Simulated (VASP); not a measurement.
# ZrN (Fm-3m) in VASP: equation of state

Aim: energy against volume of ZrN in PBE, for its equilibrium volume and stiffness.

Program: VASP 6.6.1. These are calculated values, not measurements. Logs are shortened: lines on timing, memory, paths and dates and some standing lists are left out, and cuts for length are marked.

## (1) The structure

It takes space group Fm-3m (No. 225, cubic). Conventional cell: a = 4.600 Å, b = 4.600 Å, c = 4.600 Å, α = 90.00°, β = 90.00°, γ = 90.00°. Around Zr (site symmetry m-3m) lie 6 N at 2.30 Å. N (site symmetry m-3m) is surrounded by 6 Zr at 2.30 Å.

## (2) Equation of state, PBE, 11.44 Å³/atom (volume scaled by 0.94)

Input file INCAR:

```
PREC = Accurate ; ENCUT = 520
EDIFF = 1E-7 ; ISMEAR = -1
SIGMA = 0.05 ; LREAL = False
LASPH = True ; NELM = 60
ALGO = Normal ; ISIF = 2
LWAVE = False ; LCHARG = False
GGA = PE ; NBANDS = 16
```

Input file KPOINTS:

```
regular mesh
0
Gamma
  10 10 10
```

Input file POSCAR:

```
ZrN
1.0
    0.0000000000      2.2530480500      2.2530480500
    2.2530480500      0.0000000000      2.2530480500
    2.2530480500      2.2530480500      0.0000000000
Zr N
1 1
Direct
    0.5000000000      0.5000000000      0.5000000000
    0.0000000000      0.0000000000      0.0000000000
```

Potentials or basis: VASP PAW PBE potentials, release 64 (Zr_sv, N).

On the command line:

```
$ cat potpaw_PBE.64/Zr_sv/POTCAR potpaw_PBE.64/N/POTCAR > POTCAR
$ mpirun -np 1 vasp_std > vasp.out
```

OUTCAR:

```text
PREC = Accurate
   ENCUT = 520
   EDIFF = 1E-7
   ISMEAR = -1
   LREAL = False
   LASPH = True
   NELM = 60
   ISIF = 2
   GGA = PE

 ion  position               nearest neighbor table
   1  0.500  0.500  0.500-   2 2.25   2 2.25   2 2.25   2 2.25   2 2.25   2 2.25
   2  0.000  0.000  0.000-   1 2.25   1 2.25   1 2.25   1 2.25   1 2.25   1 2.25

  LATTYP: Found a face centered cubic cell.
 ALAT       =     4.5060961000

  Lattice vectors:

 A1 = (   0.0000000000,   2.2530480500,   2.2530480500)
 A2 = (   2.2530480500,   0.0000000000,   2.2530480500)
 A3 = (   2.2530480500,   2.2530480500,   0.0000000000)

Analysis of symmetry for initial positions (statically):
=====================================================================
 Subroutine PRICEL returns:
 Original cell was already a primitive cell.

 Routine SETGRP: Setting up the symmetry group for a
 face centered cubic supercell.

 Subroutine GETGRP returns: Found 48 space group operations
 (whereof 48 operations were pure point group operations)
 out of a pool of 48 trial point group operations.

The static configuration has the point symmetry O_h .

Analysis of symmetry for dynamics (positions and initial velocities):
=====================================================================
 Subroutine PRICEL returns:
 Original cell was already a primitive cell.

 Routine SETGRP: Setting up the symmetry group for a
 face centered cubic supercell.

 Subroutine GETGRP returns: Found 48 space group operations
 (whereof 48 operations were pure point group operations)
 out of a pool of 48 trial point group operations.

The dynamic configuration has the point symmetry O_h .

 Subroutine INISYM returns: Found 48 space group operations
 (whereof 48 operations are pure point group operations),
 and found     1 'primitive' translations

----------------------------------------------------------------------------------------

                                     Primitive cell

  volume of cell :      22.8740

  direct lattice vectors                    reciprocal lattice vectors
     0.000000000  2.253048050  2.253048050    -0.221921588  0.221921588  0.221921588
     2.253048050  0.000000000  2.253048050     0.221921588 -0.221921588  0.221921588
     2.253048050  2.253048050  0.000000000     0.221921588  0.221921588 -0.221921588

  length of vectors
     3.186291109  3.186291109  3.186291109     0.384379465  0.384379465  0.384379465

  position of ions in fractional coordinates (direct lattice)
     0.500000000  0.500000000  0.500000000
     0.000000000  0.000000000  0.000000000

  ion indices of the primitive-cell ions
   primitive index   ion index
                 1           1
                 2           2

----------------------------------------------------------------------------------------

 KPOINTS: regular mesh

Automatic generation of k-mesh.
 Grid dimensions read from file:
 generate k-points for:   10   10   10

 Generating k-lattice:

  Cartesian coordinates                     Fractional coordinates (reciprocal lattice)
    -0.022192159  0.022192159  0.022192159     0.100000000  0.000000000  0.000000000
     0.022192159 -0.022192159  0.022192159     0.000000000  0.100000000  0.000000000
     0.022192159  0.022192159 -0.022192159     0.000000000  0.000000000  0.100000000

  Length of vectors
     0.038437946  0.038437946  0.038437946

  Shift w.r.t. Gamma in fractional coordinates (k-lattice)
     0.000000000  0.000000000  0.000000000

 Subroutine IBZKPT returns following result:
 ===========================================

 Found     47 irreducible k-points:

 Following reciprocal coordinates:
            Coordinates               Weight
  0.000000  0.000000  0.000000      1.000000
  0.100000  0.000000  0.000000      8.000000
  0.200000  0.000000  0.000000      8.000000
  0.300000  0.000000  0.000000      8.000000
  0.400000  0.000000  0.000000      8.000000
  0.500000  0.000000  0.000000      4.000000
[... 39 lines left out ...]
 -0.300000  0.400000  0.200000     24.000000
 -0.300000  0.500000  0.200000     12.000000
   k-points           NKPTS =     47   k-points in BZ     NKDIM =     47   number of bands    NBANDS=     16
   number of dos      NEDOS =    301   number of ions     NIONS =      2
   total plane-waves  NPLWV =  13824
   dimension x,y,z NGX =    24 NGY =   24 NGZ =   24
   dimension x,y,z NGXF=    48 NGYF=   48 NGZF=   48
   ions per type =               1   1
   NGX,Y,Z   is equivalent  to a cutoff of  12.52, 12.52, 12.52 a.u.
   NGXF,Y,Z  is equivalent  to a cutoff of  25.04, 25.04, 25.04 a.u.
 SYSTEM =  unknown system
   PREC   = accura    normal or accurate (medium, high low for compatibility)
   ISTART =      0    job   : 0-new  1-cont  2-samecut
   ICHARG =      2    charge: 1-file 2-atom 10-const
   ISPIN  =      1    spin polarized calculation?
   LNONCOLLINEAR =      F non collinear calculations
   LSORBIT =      F    spin-orbit coupling
   LASPH  =      T    aspherical Exc in radial PAW
   ENCUT  =  520.0 eV  38.22 Ry    6.18 a.u.   5.92  5.92  5.92*2*pi/ulx,y,z
   NELM   =     60;   NELMIN=  2; NELMDL= -5     # of ELM steps
   EDIFF  = 0.1E-06   stopping-criterion for ELM
   LREAL  =      F    real-space projection
   EDIFFG = 0.1E-05   stopping-criterion for IOM
   NSW    =      0    number of steps for IOM
   IBRION =     -1    ionic relax: 0-MD 1-quasi-New 2-CG
   NFREE  =      0    steps in history (QN), initial steepest desc. (CG)
   ISIF   =      2    stress and relaxation
   ISYM   =      2    0-nonsym 1-usesym 2-fastsym
   POTIM  = 0.5000    time-step for ionic-motion
   TEBEG  =    0.0;   TEEND  =   0.0 temperature during run
   PSTRESS=    0.0 pullay stress
   NELECT =      17.0000    total number of electrons
   NUPDOWN=      -1.0000    fix difference up-down
   EMIN   =  10.00;   EMAX   =-10.00  energy-range for DOS
   EFERMI =   0.00;   METHOD = LEGACY
   ISMEAR =    -1;   SIGMA  =   0.05  broadening in eV -4-tet -1-fermi 0-gaus
   EFERMI_NEDOS =   21; number of points for ismear=-14 and -15
   IALGO  =     38    algorithm
   IMIX   =      4    mixing-type and parameters
     AMIX     =   0.40;   BMIX     =  1.00
     AMIX_MAG =   1.60;   BMIX_MAG =  1.00
  volume/ion in A,a.u.               =      11.44        77.18
  Fermi-wavevector in a.u.,A,eV,Ry     =   1.482896  2.802267 29.918946  2.198980
  Thomas-Fermi vector in A             =   2.596625
   LORBIT       =      0    0 simple, 1 ext, 2 COOP (PROOUT), +10 PAW based schemes
   GGA     = PE    functional components
   LHFCALC =     F    Hartree Fock is set to
   AEXX    =    0.0000 exact exchange contribution
   IVDW    =     0    specifies the selected vdW correction
   LEPSILON=     F    determine dielectric tensor
   LRPA    =     F    only Hartree local field effects (RPA)
 non-spin polarized calculation
  energy-cutoff  :      520.00
  volume of cell :       22.87
 maximum number of plane-waves:       636
   NGX = 11   NGY = 11   NGZ = 11

 number of electron      17.0000001 magnetization

 Free energy of the ion-electron system (eV)
  ---------------------------------------------------
  ext. energy  EPLUGINS =         0.00000000
  ---------------------------------------------------
  free energy    TOTEN  =       -20.29852296 eV

  energy without entropy =      -20.29250504  energy(sigma->0) =      -20.29551400

 E-fermi :  12.6950     XC(G=0): -12.7787

 val. band max:       12.6821870592   @ k =  -0.1000   0.1000   0.0000
 cond. band min:      12.7078150498   @ k =  -0.4000   0.3000   0.0000
 fundamental gap:      0.0256279906
 Fermi energy:        12.6950149086

 k-point     1 :       0.0000    0.0000    0.0000
  band No.  band energies     occupation
      1     -36.7906      2.00000
      2     -14.3534      2.00000
      3     -14.3534      2.00000
      4     -14.3534      2.00000
      5      -3.8463      2.00000
      6       9.9156      2.00000
[... 8 lines left out ...]
     15      21.9011      0.00000
     16      36.1374      0.00000

 k-point     2 :       0.1000    0.0000    0.0000
  band No.  band energies     occupation
      1     -36.7738      2.00000
      2     -14.5047      2.00000
      3     -14.3640      2.00000
      4     -14.3640      2.00000
      5      -3.6189      2.00000
      6       9.1070      2.00000
[... 8 lines left out ...]
     15      22.6151      0.00000
     16      34.0302      0.00000

 k-point     3 :       0.2000    0.0000    0.0000
  band No.  band energies     occupation
      1     -36.7296      2.00000
      2     -14.8793      2.00000
      3     -14.3914      2.00000
      4     -14.3914      2.00000
      5      -3.0290      2.00000
      6       7.6082      2.00000
[... 8 lines left out ...]
     15      24.3124      0.00000
     16      31.5081      0.00000

 k-point     4 :       0.3000    0.0000    0.0000
  band No.  band energies     occupation
      1     -36.6744      2.00000
      2     -15.3075      2.00000
      3     -14.4250      2.00000
      4     -14.4250      2.00000
      5      -2.2896      2.00000
      6       6.1741      2.00000
[... 8 lines left out ...]
     15      25.5763      0.00000
     16      28.9189      0.00000

 k-point     5 :       0.4000    0.0000    0.0000
  band No.  band energies     occupation
      1     -36.6292      2.00000
      2     -15.6311      2.00000
      3     -14.4518      2.00000
      4     -14.4518      2.00000
      5      -1.6535      2.00000
      6       5.1275      2.00000
[... 8 lines left out ...]
     15      26.0233      0.00000
     16      26.4050      0.00000

 k-point     6 :       0.5000    0.0000    0.0000
  band No.  band energies     occupation
      1     -36.6117      2.00000
      2     -15.7503      2.00000
      3     -14.4619      2.00000
      4     -14.4619      2.00000
      5      -1.3918      2.00000
      6       4.7309      2.00000
[... 8 lines left out ...]
     15      25.3007      0.00000
     16      25.3007      0.00000

 k-point     7 :       0.1000    0.1000    0.0000
  band No.  band energies     occupation
      1     -36.7682      2.00000
      2     -14.4979      2.00000
      3     -14.3949      2.00000
      4     -14.3949      2.00000
      5      -3.5607      2.00000
      6       8.4558      2.00000
[... 8 lines left out ...]
     15      22.8430      0.00000
     16      33.7390      0.00000

 k-point     8 :       0.2000    0.1000    0.0000
  band No.  band energies     occupation
      1     -36.7333      2.00000
      2     -14.7731      2.00000
      3     -14.4387      2.00000
      4     -14.4134      2.00000
      5      -3.1438      2.00000
      6       7.3970      2.00000
[... 8 lines left out ...]
     15      24.2222      0.00000
     16      31.3647      0.00000

 k-point     9 :       0.3000    0.1000    0.0000
  band No.  band energies     occupation
      1     -36.6818      2.00000
      2     -15.1662      2.00000
      3     -14.4784      2.00000
      4     -14.4464      2.00000
      5      -2.5358      2.00000
      6       6.3972      2.00000
[... 8 lines left out ...]
     15      25.6419      0.00000
     16      29.0078      0.00000
[... 476 lines left out ...]
 k-point    35 :      -0.4000    0.2000    0.1000
  band No.  band energies     occupation
      1     -36.5919      2.00000
      2     -15.5989      2.00000
      3     -14.7006      2.00000
      4     -14.5373      2.00000
      5      -1.8776      2.00000
      6       5.4688      2.00000
[... 8 lines left out ...]
     15      25.1732      0.00000
     16      26.3059      0.00000

 k-point    36 :       0.4000    0.3000    0.1000
  band No.  band energies     occupation
      1     -36.6287      2.00000
      2     -15.2408      2.00000
      3     -14.6932      2.00000
      4     -14.5798      2.00000
      5      -2.6516      2.00000
      6       6.4045      2.00000
[... 8 lines left out ...]
     15      26.5099      0.00000
     16      27.0584      0.00000

 k-point    37 :       0.5000    0.3000    0.1000
  band No.  band energies     occupation
      1     -36.5930      2.00000
      2     -15.3733      2.00000
      3     -14.8056      2.00000
      4     -14.6281      2.00000
      5      -2.5040      2.00000
      6       6.4852      2.00000
[... 8 lines left out ...]
     15      25.1127      0.00000
     16      26.7049      0.00000

 k-point    38 :      -0.4000    0.3000    0.1000
  band No.  band energies     occupation
      1     -36.5742      2.00000
      2     -15.4249      2.00000
      3     -14.9045      2.00000
      4     -14.6377      2.00000
      5      -2.3434      2.00000
      6       6.2894      2.00000
[... 8 lines left out ...]
     15      24.8019      0.00000
     16      26.3750      0.00000

 k-point    39 :      -0.3000    0.3000    0.1000
  band No.  band energies     occupation
      1     -36.5798      2.00000
      2     -15.3991      2.00000
      3     -14.9443      2.00000
      4     -14.5888      2.00000
      5      -2.2268      2.00000
      6       6.0438      2.00000
[... 8 lines left out ...]
     15      25.0684      0.00000
     16      25.5612      0.00000

 k-point    40 :      -0.2000    0.3000    0.1000
  band No.  band energies     occupation
      1     -36.6075      2.00000
      2     -15.3497      2.00000
      3     -14.8460      2.00000
      4     -14.5169      2.00000
      5      -2.2184      2.00000
      6       5.9581      2.00000
[... 8 lines left out ...]
     15      25.5085      0.00000
     16      25.9763      0.00000

 [... further k-points ...]

------------------------ aborting loop because EDIFF is reached ----------------------------------------

  FORCE on cell =-STRESS in cart. coord.  units (eV):
  Direction    XX          YY          ZZ          XY          YZ          ZX
  --------------------------------------------------------------------------------------
  -------------------------------------------------------------------------------------
  Total        2.4022355      2.4022355      2.4022355     -0.0000000      0.0000000      0.0000000
  in kB      168.2615174    168.2615174    168.2615174     -0.0000000      0.0000000      0.0000000
  external PRESSURE =     168.2615174 kB  Pullay stress =       0.0000000 kB

 VOLUME and BASIS-vectors are now :
 -----------------------------------------------------------------------------
  energy-cutoff  :      520.00
  volume of cell :       22.87
      direct lattice vectors                 reciprocal lattice vectors
     0.000000000  2.253048050  2.253048050    -0.221921588  0.221921588  0.221921588
     2.253048050  0.000000000  2.253048050     0.221921588 -0.221921588  0.221921588
     2.253048050  2.253048050  0.000000000     0.221921588  0.221921588 -0.221921588

 POSITION                                       TOTAL-FORCE (eV/Angst)
 -----------------------------------------------------------------------------------
      2.25305      2.25305      2.25305        -0.000000     -0.000000     -0.000000
      0.00000      0.00000      0.00000         0.000000      0.000000      0.000000
 -----------------------------------------------------------------------------------
    total drift:                                0.000000     -0.000000      0.000000

  FREE ENERGIE OF THE ION-ELECTRON SYSTEM (eV)
  ---------------------------------------------------
  free  energy   TOTEN  =       -20.2985229625 eV

  energy  without entropy=      -20.2925050414  energy(sigma->0) =      -20.29551400
```

Wall time 11 s (1 thread of Intel Xeon Platinum 8488C (Sapphire Rapids), shared host); peak memory 0.14 GiB.

Results:

```yaml
Free_energy: -20.2985 eV
Pressure: 16.8 GPa
Band_gap_on_the_k_mesh: none (metal or under the smearing width)
```

## (3) Equation of state, PBE, 11.68 Å³/atom (volume scaled by 0.96)

Input file INCAR:

```
SYSTEM = ZrN
ALGO     = Normal         ! electronic algorithm
EDIFF    = 1E-7           ! SCF threshold, eV
ENCUT    = 520            ! plane-wave cutoff, eV
GGA      = PE             ! functional
ISIF     = 2              ! what is computed and relaxed
ISMEAR   = -1             ! smearing method
LASPH    = .True.         ! aspherical terms in the spheres
LCHARG   = .False.        ! write CHGCAR
LREAL    = .False.        ! projectors in reciprocal space
LWAVE    = .False.        ! write WAVECAR
NBANDS   = 16             ! bands
NELM     = 100            ! most SCF steps
PREC     = Accurate       ! precision mode
SIGMA    = 0.05           ! smearing width, eV
```

Input file KPOINTS:

```
k-points
0
Gamma
  10 10 10
  0 0 0
```

Input file POSCAR:

```
ZrN
1.0
    0.0000000000      2.2689151084      2.2689151084
    2.2689151084      0.0000000000      2.2689151084
    2.2689151084      2.2689151084      0.0000000000
Zr N
1 1
Direct
    0.5000000000      0.5000000000      0.5000000000
    0.0000000000      0.0000000000      0.0000000000
```

Potentials or basis: VASP PAW PBE potentials, release 64 (Zr_sv, N).

On the command line:

```
$ cat potpaw_PBE.64/Zr_sv/POTCAR potpaw_PBE.64/N/POTCAR > POTCAR
$ mpirun -np 1 vasp_std > vasp.out
```

Run time: 12 s. Hardware: 1 thread of Intel Xeon Platinum 8488C (Sapphire Rapids), shared host; peak memory 0.14 GiB.

The run converged. Its results:

```yaml
Free_energy: -20.3402 eV
Pressure: 10.4 GPa
Band_gap_on_the_k_mesh: none (metal or under the smearing width)
```

[end of part 1 of 2]
